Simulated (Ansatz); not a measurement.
# Te2Mo: relaxation and properties

Aim: for Te2Mo, find the equilibrium cell.

Computed with Ansatz 0.2.0 (DFT PBE+D3(BJ), scalar-relativistic, plane waves, PAW, unless a step's input says otherwise).

Symmetry: Pmn2_1, No. 31, orthorhombic system. Conventional cell: a = 3.458 Å, b = 6.304 Å, c = 13.859 Å, α = 90.00°, β = 90.00°, γ = 90.00°. Mo (site symmetry m) has 6 Te at 2.69 to 2.81 Å and 2 Mo at 2.88 Å as nearest neighbours. Around Mo (site symmetry m) lie 6 Te at 2.68 to 2.80 Å and 2 Mo at 2.88 Å. Te (site symmetry m) is surrounded by 3 Mo at 2.79 to 2.80 Å. Te (site symmetry m) is surrounded by 3 Mo at 2.80 to 2.81 Å. Around Te (site symmetry m) lie 3 Mo at 2.68 to 2.69 Å. Te (site symmetry m) is surrounded by 3 Mo at 2.69 to 2.71 Å.

Structure file:

```
Mo Te
1.0
     3.45820    0.00000    0.00000
     0.00000    6.30430    0.00000
     0.00000    0.00000   13.85900
Mo Te
4 8
Cartesian
  0.0000 0.1872 10.2335
  1.7291 6.1171 3.3040
  0.0000 3.8217 3.1044
  1.7291 2.4826 10.0339
  0.0000 1.3636 1.7587
  1.7291 4.9407 8.6882
  0.0000 4.0354 11.5903
  1.7291 2.2689 4.6608
  1.7291 0.8662 12.1724
  0.0000 5.4381 5.2429
  1.7291 4.4697 1.1461
  0.0000 1.8346 8.0756
```

The structure above is the start of the run; the results belong to its end.

| quantity | value |
| --- | --- |
| relaxed cell | a = 3.470 Å, b = 6.333 Å, c = 13.272 Å, α = 90.00°, β = 90.00°, γ = 90.00° |
| space group (0.01 Å) | Pmn2_1 (No. 31) |
| volume | 24.30 Å³/atom |

In words: The cell shrank by 3.5 % in volume on relaxing. The shape changed too: the edges of the input's cell moved by +0.3, +0.5, -4.2 %. Spin-orbit coupling is left out for Te.

**Question.** Which input and command would start the relaxation behind these results?

The input that was run (others would do too):

The input, input.yaml:

```yaml
crystal:
  lattice:
    - [3.4582, 0.0, 0.0]
    - [0.0, 6.3043, 0.0]
    - [0.0, 0.0, 13.859]
  atoms:
    - { symbol: Mo, position: [0.0, 0.0297, 0.7384] }
    - { symbol: Mo, position: [0.5, 0.9703, 0.2384] }
    - { symbol: Mo, position: [0.0, 0.6062, 0.224] }
    - { symbol: Mo, position: [0.5, 0.3938, 0.724] }
    - { symbol: Te, position: [0.0, 0.2163, 0.1269] }
    - { symbol: Te, position: [0.5, 0.7837, 0.6269] }
    - { symbol: Te, position: [0.0, 0.6401, 0.8363] }
    - { symbol: Te, position: [0.5, 0.3599, 0.3363] }
    - { symbol: Te, position: [0.5, 0.1374, 0.8783] }
    - { symbol: Te, position: [0.0, 0.8626, 0.3783] }
    - { symbol: Te, position: [0.5, 0.709, 0.0827] }
    - { symbol: Te, position: [0.0, 0.291, 0.5827] }
basis:
  ecutwfc: 420
kpoints:
  mp_grid: { grid: [10, 6, 4] }
hamiltonian:
  xc: pbe
  dispersion: d3bj
scf:
  occupations: { method: gaussian, width: 0.1 }
output:
  forces: true
  stress: true
  eigenvalues: true
relax:
  adjacent_minimum: "off"
  f_tol: 0.005
  max_steps: 80
  cell: { stress_tol: 0.05 }
```

Command:

```
ansatz run input.yaml --threads 8 --pin off --max-ram 22528MiB --backend cpu --events-out ev --progress --plain --runs-dir out
```
